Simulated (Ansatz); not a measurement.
Below is the output of a Python script on Ansatz's Python interface that makes a single point of Eu, space group Fm-3m. Write a script that gives it. Settings: PBE, PAW, the default cutoff (420 eV here), 7×7×7 k-points, Fermi-Dirac smearing of 0.15 eV, collinear spin.

```
Eu
1.0
     0.00000    2.78930    2.78930
     2.78930    0.00000    2.78930
     2.78930    2.78930    0.00000
Eu
1
Cartesian
  0.0000 0.0000 0.0000
```

Output of `python run_scf.py`:
```text
DeckWarning: basis.ecutwfc = 420 eV, auto-derived from the records' recommended cutoffs: set by Eu (normal level)
DeckWarning: where an SCF of this run starts from atoms to list the orders of its open shells, Eu (site 0, from 0) starts with 6.32 μB on its 4f shell and 0.68 μB on its 5d shell, in the place of the 9.10 μB that the deck gives it: its open shells can hold no more by Hund's first rule. To start from spheres of the given moment, type scf.initial_density.shell_occupations: []
free energy      -8766.56530 eV
per atom         -8766.56530 eV
SCF iterations   12  (converged: True)
net moment 7.463 muB, absolute 7.463 muB
   0 Eu   7.148
no band edges reported; Fermi level 8.766 eV
  atom   fx   fy   fz
0   Eu  0.0  0.0 -0.0
audit    band_cg_iterations x1
audit    preconditioner_resolved x1
```
(Warnings from the package without file and line.)

One script that gives this output:

The script, `run_scf.py`:
```python
"""SCF run for Eu."""

from collections import Counter

import ansatz as az
from ase import Atoms
import pandas as pd


def main() -> None:
    atoms = Atoms(
        ["Eu"],
        scaled_positions=[
            [0.0, 0.0, 0.0],
        ],
        cell=[
            [0.0, 2.789303, 2.789303],
            [2.789303, 0.0, 2.789303],
            [2.789303, 2.789303, 0.0],
        ],
        pbc=True,
    )
    atoms.set_initial_magnetic_moments([9.1])
    structure = az.Crystal.from_ase(atoms)

    # settings of the run
    setup = (
        structure.calculation()
        .functional("pbe")
        .pseudopotentials("paw")
        .kpoints(7)
        .occupations("Fermi-Dirac", width=0.15)
        .spin(az.SpinTreatment.COLLINEAR)
        .compute(band_table=True, forces=True)
    )
    res = setup.run()
    rep = res.report

    print(f"free energy      {rep['free_energy_ev']:.5f} eV")
    print(f"per atom         {rep['free_energy_ev'] / len(res.lattice.sites):.5f} eV")
    print(f"SCF iterations   {rep['n_iterations']}  (converged: {rep['converged']})")

    print(f"net moment {rep['magnetization_mub']:.3f} muB, absolute {rep['absolute_magnetization_mub']:.3f} muB")
    for index, (site, m) in enumerate(zip(res.lattice.sites, rep["site_moments_mub"])):
        print(f"  {index:2d} {site.symbol:2s} {m:7.3f}")

    edges = rep.get("band_edges_ev")
    if edges:
        print(f"band edges on the mesh: {edges[0]:.3f} and {edges[1]:.3f} eV, gap {edges[1] - edges[0]:.3f} eV")
    else:
        print("no band edges reported; Fermi level", round(rep["fermi_energy_ev"], 3), "eV")

    # forces, one row an atom
    table = pd.DataFrame(rep["forces_ev_ang"], columns=["fx", "fy", "fz"])
    table.insert(0, "atom", [site["symbol"] for site in rep["lattice"]["sites"]])
    print(table.round(4).to_string())

    told = Counter((n["data"]["severity"], n["data"]["kind"]) for n in res.notices if n["event"] == "notice")
    for (severity, kind), count in sorted(told.items()):
        print(f"{severity:8s} {kind} x{count}")


if __name__ == "__main__":
    main()
```

Caveats:
- Total energies depend on the potentials; only differences at equal settings carry meaning.
- Open f shells: without a Hubbard U, without spin-orbit coupling; the state reached hangs on the start and needn't be the lowest.
- The mesh is modest for a metal, so energies can be off by several to tens of meV an atom and pressures by half a GPa or more; differences at equal mesh fare better.
- An absolute Fermi energy rests on an arbitrary zero of the periodic potential and has no direct meaning.
- A Fermi-Dirac width this large means warm electrons, whose thermal share enters the free energy.
- This isn't the structure that Eu takes at ambient conditions.
- Levels are Kohn-Sham eigenvalues on this mesh, without spin-orbit coupling.

(Lines on the test bed's own set-up are left out of the output.)
